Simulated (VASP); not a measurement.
## NbC: relaxation of cell and atoms with PBE

NbC:

```
CELL_PARAMETERS angstrom
0.00000 2.24114 2.24114
2.24114 0.00000 2.24114
2.24114 2.24114 0.00000
ATOMIC_POSITIONS crystal
Nb 0.00000 0.00000 0.00000
C 0.50000 0.50000 0.50000
```

```json
{
  "Program": "VASP 6.6.1",
  "Task": "relaxation of cell and atoms",
  "Functional": "PBE",
  "Potentials or basis": "VASP PAW PBE potentials, release 64 (Nb_sv, C)",
  "Cutoff": "520 eV",
  "k mesh": "10 × 10 × 10",
  "Occupations": "gaussian, width 0.1 eV",
  "Spin": "no spin polarisation",
  "Further INCAR settings": "ALGO = Normal; EDIFF = 1e-07; IBRION = 2; EDIFFG = -0.002; NSW = 80; ISIF = 3"
}
```

```yaml
Pressure_after_relaxing: 0.0 GPa
Band_gap_on_the_k_mesh: none (metal or under the smearing width)
```

Final structure:
```
CELL_PARAMETERS angstrom
0.00000 2.24114 2.24114
2.24114 0.00000 2.24114
2.24114 2.24114 0.00000
ATOMIC_POSITIONS crystal
Nb 0.00000 0.00000 0.00000
C 0.50000 0.50000 0.50000
```

Levels at points of the mesh, in eV from the Fermi level:
| k point | band 7 | band 8 | band 9 | band 10 | band 11 | band 12 |
| --- | --- | --- | --- | --- | --- | --- |
| (0.00, 0.00, 0.00) | -1.21 | -1.21 | -0.12 | -0.12 | -0.12 | 0.43 |
| (0.50, 0.00, 0.00) | -4.99 | -4.99 | 2.19 | 2.19 | 3.61 | 5.85 |
| (0.50, 0.50, 0.00) | -3.76 | -1.22 | -1.22 | 2.04 | 3.27 | 3.27 |

It took 7.6 s on 1 thread of Intel(R) Xeon(R) Platinum 8488C (Sapphire Rapids), on a shared host, peak memory 0.14 GiB.

Caveat: the relaxation stopped at its first step, so nothing moved.
